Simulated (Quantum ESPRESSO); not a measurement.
Crystal: NiO.

```
Ni O
1.0
     0.00000    2.06217    2.06217
     2.06217    0.00000    2.06217
     2.06217    2.06217    0.00000
Ni O
1 1
Direct
  0.00000 0.00000 0.00000
  0.75000 0.75000 0.75000
```

The cell was built by a generator and needn't be a form met in nature.

- Program: Quantum ESPRESSO 7.5
- Task: single point
- Functional: PBE
- Potentials or basis: SSSP 1.3 efficiency PBE
- Cutoff: 748 eV
- Density cutoff: 5987 eV
- k mesh: 11 × 11 × 11
- Occupations: fermi-dirac, width 0.05 eV
- Spin: collinear spin, ferromagnetic start
- Starting moments: [1.0, 0.0] μB

On this cell: pressure 60.8 GPa; largest force zero by symmetry; net moment 1.15 μB per cell; site moments Ni +0.87; O +0.21 μB; band gap on the k mesh none (metal or under the smearing width).

The same run follows on a disturbed copy (atoms moved at random, drawn with an rms of 0.05 Å):

```
Ni O
1.0
     0.00000    2.06217    2.06217
     2.06217    0.00000    2.06217
     2.06217    2.06217    0.00000
Ni O
1 1
Cartesian
  -0.0286 -0.0386 0.0156
  3.1043 3.0431 3.1145
```

**Question.** What changes?

**Answer.** The energy (extrapolated to zero smearing) moves by +7.1 meV/atom; pressure 61.1 GPa; largest force 0.687 eV/Å; net moment 1.13 μB per cell; site moments Ni +0.85; O +0.20 μB; band gap on the k mesh none (metal or under the smearing width).

Forces in eV/Å, atoms in the order of the input:
```
Ni   0.663 -0.173  0.052
O   -0.663  0.173 -0.052
```

Stress tensor (GPa, compression positive):
```
60.84  0.82 -2.11
 0.82 61.15  7.58
-2.11  7.58 61.17
```

Caveats: a cell with one magnetic atom can't hold antiferromagnetic order, which such compounds often take; semilocal functionals often make such compounds metallic where correlation or magnetic order opens a gap, which also shifts bond lengths; a pressure of tens of GPa on the cell as given is suspect, and the run, the potentials or the cell itself is likely at fault (some runs); the cell as given lies far from equilibrium (some runs).
